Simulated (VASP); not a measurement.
# Settings for W: relaxation of the cell

W, Im-3m (no. 229), 1 atom in the cell. PBE; PAW potentials W_sv (PBE set). VASP 6.6.1. The cell is changed on purpose: volume scaled by 1.03.

Wanted: cell volume within 0.2 %; lattice lengths within 0.1 %; shortest distances from each atom, periodic images included within 0.005 Å.

What the run is for: cell; Accuracy asked: standard.

The series start from Plane-wave cutoff (eV): 340; Smearing width (eV): 0.1; k-point mesh: 13 × 13 × 13; Relaxation passes: 2; Ionic threshold (EDIFFG): -0.005; Electronic threshold (eV): 1e-6; Precision mode (PREC): Accurate; Relaxation algorithm: IBRION=2 POTIM=0.5. Each series keeps the choices made before it, and each single choice may use up half of a tolerance. Times cover all steps of a run.

## Plane-wave cutoff (eV)

| Plane-wave cutoff (eV) | Cell volume (Å³) | Lattice lengths, largest deviation against the largest value | Shortest distances from each atom, periodic images included, largest deviation (Å) | Time (s) |
|---|---|---|---|---|
| 220 | 16.02 | 0.26 % | 0.0072 | 16 |
| 260 | 16.09 | 0.12 % | 0.0034 | 14 |
| 290 | 16.09 | 0.12 % | 0.0033 | 16 |
| 340 | 16.12 | 0.061 % | 0.0017 | 23 |
| 390 | 16.14 | 0.018 % | 0.0005 | 30 |
| 470 | 16.15 | 0.0083 % | 0.0002 | 32 |
| 590 | 16.15 | 0.0022 % | 0.0001 | 36 |
| 650 (reference) | 16.15 | 0 % | 0.0000 | 36 |

Chosen: 390, the loosest value from which every tighter one stays within half of the tolerance.

## Smearing width (eV)

| Smearing width (eV) | Cell volume (Å³) | Lattice lengths, largest deviation against the largest value | Shortest distances from each atom, periodic images included, largest deviation (Å) | Time (s) |
|---|---|---|---|---|
| 0.4 | 16.15 | 0.016 % | 0.0004 | 26 |
| 0.3 | 16.14 | 0.015 % | 0.0004 | 25 |
| 0.2 | 16.14 | 0.012 % | 0.0003 | 24 |
| 0.15 | 16.14 | 0.01 % | 0.0003 | 24 |
| 0.1 | 16.14 | 0.0065 % | 0.0002 | 30 |
| 0.05 (reference) | 16.14 | 0 % | 0.0000 | 25 |

Chosen: 0.4.

## k-point mesh

| k-point mesh | Cell volume (Å³) | Lattice lengths, largest deviation against the largest value | Shortest distances from each atom, periodic images included, largest deviation (Å) | Time (s) |
|---|---|---|---|---|
| 5 × 5 × 5 | 16.15 | 0.0083 % | 0.0002 | 8.2 |
| 7 × 7 × 7 | 16.2 | 0.11 % | 0.0031 | 8.8 |
| 8 × 8 × 8 | 16.18 | 0.059 % | 0.0016 | 10 |
| 10 × 10 × 10 | 16.17 | 0.046 % | 0.0013 | 14 |
| 13 × 13 × 13 | 16.15 | 0.0087 % | 0.0002 | 26 |
| 16 × 16 × 16 (reference) | 16.15 | 0 % | 0.0000 | 38 |

Chosen: 13 × 13 × 13.

## Relaxation passes

| Relaxation passes | Cell volume (Å³) | Lattice lengths, largest deviation against the largest value | Shortest distances from each atom, periodic images included, largest deviation (Å) | Time (s) |
|---|---|---|---|---|
| 1 | 16.15 | 0.0058 % | 0.0002 | 16 |
| 2 | 16.15 | 0 % | 0.0000 | 26 |
| 3 (reference) | 16.15 | 0 % | 0.0000 | 32 |

Chosen: 1.

## Ionic threshold (EDIFFG)

| Ionic threshold (EDIFFG) | Cell volume (Å³) | Lattice lengths, largest deviation against the largest value | Shortest distances from each atom, periodic images included, largest deviation (Å) | Time (s) |
|---|---|---|---|---|
| -0.05 | 16.15 | 0 % | 0.0000 | 17 |
| -0.02 | 16.15 | 0 % | 0.0000 | 18 |
| -0.01 | 16.15 | 0 % | 0.0000 | 17 |
| -0.005 | 16.15 | 0 % | 0.0000 | 16 |
| -0.002 (reference) | 16.15 | 0 % | 0.0000 | 18 |

Chosen: -0.05.

## Electronic threshold (eV)

| Electronic threshold (eV) | Cell volume (Å³) | Lattice lengths, largest deviation against the largest value | Shortest distances from each atom, periodic images included, largest deviation (Å) | Time (s) |
|---|---|---|---|---|
| 0.0001 | 16.14 | 0.024 % | 0.0007 | 14 |
| 1e-5 | 16.15 | 0.0018 % | 0.0001 | 16 |
| 1e-6 | 16.15 | 0.00036 % | 0.0000 | 17 |
| 1e-7 (reference) | 16.15 | 0 % | 0.0000 | 20 |

Chosen: 0.0001.

## Precision mode (PREC)

| Precision mode (PREC) | Cell volume (Å³) | Lattice lengths, largest deviation against the largest value | Shortest distances from each atom, periodic images included, largest deviation (Å) | Time (s) |
|---|---|---|---|---|
| Normal | 16.14 | 0.00073 % | 0.0000 | 8.1 |
| Accurate (reference) | 16.14 | 0 % | 0.0000 | 14 |

Chosen: Normal.

## Relaxation algorithm

| Relaxation algorithm | Cell volume (Å³) | Lattice lengths, largest deviation against the largest value | Shortest distances from each atom, periodic images included, largest deviation (Å) | Time (s) |
|---|---|---|---|---|
| IBRION=2 POTIM=0.5 | 16.14 | 0 % | 0.0000 | 8.1 |
| IBRION=2 POTIM=0.2 | 16.15 | 0.037 % | 0.0010 | 7.8 |
| IBRION=1 POTIM=0.5 | 16.16 | 0.041 % | 0.0011 | 9.3 |
| IBRION=1 POTIM=0.2 | 16.18 | 0.09 % | 0.0025 | 8.5 |

Chosen: IBRION=2 POTIM=0.5; no other choice that stays within half of the tolerance saves 30 % of the time.

## All choices together

| Input | Cell volume (Å³) | Lattice lengths, largest deviation against the largest value | Shortest distances from each atom, periodic images included, largest deviation (Å) | Time (s) |
|---|---|---|---|---|
| the program's defaults (naive) | 15.95 | 0.41 % | 0.0113 | 2.6 |
| chosen settings | 16.14 | 0.021 % | 0.0006 | 8.1 |
| reference settings throughout | 16.15 | 0 % | 0.0000 | 84 |

The tolerance is met.

Values of the reference run: Lattice lengths: 2.758, 2.758, 2.758 Å; Shortest distances from each atom, periodic images included: 2.758, 2.758, 2.758, 2.758 Å.

## The input

INCAR.step1:
```
SYSTEM = W
  ALGO = Normal
  EDIFF = 1E-4
  EDIFFG = -0.05
  ENCUT = 390
  GGA = PE
  GGA_COMPAT = .False.
  IBRION = 2
  ISIF = 3
  ISMEAR = 1
  LASPH = .True.
  LCHARG = .False.
  LREAL = .False.
  LWAVE = .False.
  NELM = 120
  NELMIN = 4
  NSW = 80
  POTIM = 0.5
  PREC = Normal
  SIGMA = 0.4
```

INCAR.step2, as INCAR.step1 but for:
```
- EDIFFG = -0.05
- IBRION = 2
- ISIF = 3
- NELMIN = 4
- NSW = 80
- POTIM = 0.5
+ ISIF = 2
```

KPOINTS:
```
Automatic mesh
0
Gamma
  13 13 13
  0 0 0
```

POSCAR.step1:
```
W
1.0
   -1.5980128011      1.5980128011      1.5980128011
    1.5980128011     -1.5980128011      1.5980128011
    1.5980128011      1.5980128011     -1.5980128011
W
1
Direct
    0.0000000000      0.0000000000      0.0000000000
```

Commands (each step's output is kept before the next begins):
```
cat potpaw_PBE.64/W_sv/POTCAR > POTCAR
cp INCAR.step1 INCAR
cp POSCAR.step1 POSCAR
mpirun -np 1 vasp_std > vasp.out
cp CONTCAR POSCAR
cp INCAR.step2 INCAR
mpirun -np 1 vasp_std > vasp.out
```

The chosen input took VASP 6.6.1 8.1 s on 1 core (Intel Xeon Platinum 8488C (Sapphire Rapids)), a shared host.
